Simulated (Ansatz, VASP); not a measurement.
**Two plane-wave programs on Zr**

Contents of POSCAR:

```
Zr
1.0
    3.0246716138     -1.9990765525      0.0000000000
    3.0246716138      1.9990765525      0.0000000000
    0.0000000000      0.0000000000      8.1547314632
Zr
4
Direct
    0.8500000000      0.1500000000      0.1170000000
    0.6500000000      0.3500000000      0.6170000000
    0.1500000000      0.8500000000      0.8830000000
    0.3500000000      0.6500000000      0.3830000000
```

File INCAR.step1:

```
SYSTEM = Zr
ALGO = Normal
EDIFF = 1E-4
ENCUT = 520
GGA = PE
ISMEAR = 0
LASPH = .TRUE.
LCHARG = .FALSE.
LREAL = .FALSE.
LWAVE = .TRUE.
NBANDS = 32
NELM = 100
PREC = Accurate
SIGMA = 0.1
```

File INCAR.step2:

```
SYSTEM = Zr
ALGO = Normal
EDIFF = 1E-7
ENCUT = 520
ISIF = 2
ISMEAR = 0
ISTART = 1
LASPH = .TRUE.
LCHARG = .FALSE.
LMIXTAU = .TRUE.
LREAL = .FALSE.
LWAVE = .FALSE.
METAGGA = R2SCAN
NBANDS = 32
NELM = 100
PREC = Accurate
SIGMA = 0.1
```

KPOINTS

```
k-points
0
G
  6 6 2
  0 0 0
```

Input for Ansatz:

```yaml
crystal:
  lattice:
    - [3.0246716138, -1.9990765525, 0.0]
    - [3.0246716138, 1.9990765525, 0.0]
    - [0.0, 0.0, 8.1547314632]
  atoms:
    - { symbol: Zr, position: [0.85, 0.15, 0.117] }
    - { symbol: Zr, position: [0.65, 0.35, 0.617] }
    - { symbol: Zr, position: [0.15, 0.85, 0.883] }
    - { symbol: Zr, position: [0.35, 0.65, 0.383] }
basis:
  ecutwfc: 500
kpoints:
  mp_grid: { grid: [6, 6, 2] }
hamiltonian:
  xc: r2scan
scf:
  occupations: { method: gaussian, width: 0.1 }
  lower_state_search: "off"
output:
  forces: true
  stress: true
  eigenvalues: true
```

Alike in both runs: task single point; functional r2SCAN; k mesh 6 × 6 × 2; occupations gaussian, width 0.1 eV; no spin polarisation.

|  | VASP | Ansatz |
| --- | --- | --- |
| version | VASP 6.6.1 | Ansatz 0.2.0 |
| potentials or method | VASP PAW PBE potentials, release 64 (Zr_sv) | scalar-relativistic, plane waves, PAW |
| plane-wave cutoff (eV) | 520 | 500 |
| valence electrons in the cell | 48 | 48 |

Ansatz gave:

```
gap on the k mesh at the Fermi level (eV)       : none
pressure (GPa)                                  : 1.5
largest component of the traceless stress (GPa) : 17.22
rms of the force components (eV/Å)              : 2.206
```

**Question.** What did VASP give for the same quantities?

**Answer.** gap on the k mesh at the Fermi level (eV): none; pressure (GPa): 1.9; largest component of the traceless stress (GPa): 17.66; rms of the force components (eV/Å): 2.302.

Atom by atom the forces differ by 0.098 eV/Å (rms over components). A gap of «none» marks a metal or a gap that the smearing closes.

Caveats: the k mesh is coarse (spacing up to 0.39 Å⁻¹), so the values aren't converged; the PAW data sets were made with another functional, which shifts forces and pressure a little (VASP).
